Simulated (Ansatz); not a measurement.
Effect of S on a In site (antisite), symmetric start on InCuS2

The reference is a 16-atom supercell of InCuS₂ in the chalcopyrite structure (space group I-42d, No. 122; a = 5.4832 Å, c = 11.0438 Å) at its relaxed geometry.

Now apply this change: a neutral S on a In site (antisite), symmetric start, atoms relaxed at fixed cell.

The values are results of Ansatz (a program for electronic structure) PBEsol, no spin-orbit coupling, not measurements. k-mesh 3×4×4 (Γ-centred); smearing 0.05 eV (Fermi–Dirac).

The pressure goes from zero to -0.6 GPa and the energy gained by relaxation comes out as 0.44 eV. The largest displacement of a host atom from its site in the perfect cell is 0.13 Å and the shift of the substituted atom off its lattice site comes out as 0.62 Å.

Cost of the whole job for the changed cell (relaxation, final SCF and bands): roughly 7 core-minutes.

In so small a cell the defect repeats every few ångströms: this is an ordered compound, not a dilute defect. A case with no gap was solved on a k-mesh chosen for an insulator, which is coarse for it. The defect started on the symmetric site and kept its symmetry, so it may sit on a saddle. All final runs are without spin polarisation. The defect cell is not spin-polarised.
